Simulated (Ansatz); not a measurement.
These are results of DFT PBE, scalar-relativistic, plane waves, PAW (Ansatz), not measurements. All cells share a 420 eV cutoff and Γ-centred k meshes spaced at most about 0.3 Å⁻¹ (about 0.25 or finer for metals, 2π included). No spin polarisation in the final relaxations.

All energies are static (0 K, no zero-point motion).

Two relaxed structures of P:

A.

Space group P6/mmm (No. 191). a = 4.097 Å, b = 4.097 Å, c = 2.357 Å, α = 90.00°, β = 90.00°, γ = 120.00°
```
atom  site  symmetry       x       y       z
   P    2c      -6m2  0.3333  0.6667  0.0000
```

B.

Space group R-3m:H (No. 166). a = 3.481 Å, b = 3.481 Å, c = 9.207 Å, α = 90.00°, β = 90.00°, γ = 120.00°
```csv
atom,site,symmetry,x,y,z
P,6c,3m,0.0000,0.0000,0.7706
```

Problem. Which form is favoured at zero pressure, and by what margin per atom?

Solution. B is lower, by 229 meV/atom. A has space group P6/mmm (No. 191), 17.1 Å³/atom and no gap on its mesh; B has space group R-3m (No. 166), 16.1 Å³/atom and no gap. Counting all near atoms (those within 1.25 times the shortest such distance or 1.15 times the sum of covalent radii, 1.27 where that leaves under three; a plus sign parts nearer from farther groups), A has P 5 and B has P 3+3. In A, around P lie 5 P at 2.36–2.37 Å. In B, around P lie 3 P at 2.32 Å and 3 P at 2.78 Å. Both come from invented guesses. The part of the Crystallography Open Database at hand lists P in space groups No. 2, 13, 64, 123; no cell shown has one of them.

Weakly bound directions are ill-defined at this level, which has no dispersion term (R-3m), and this can change margins and order among such cells. Cells relaxed within their symmetry can be saddle points.
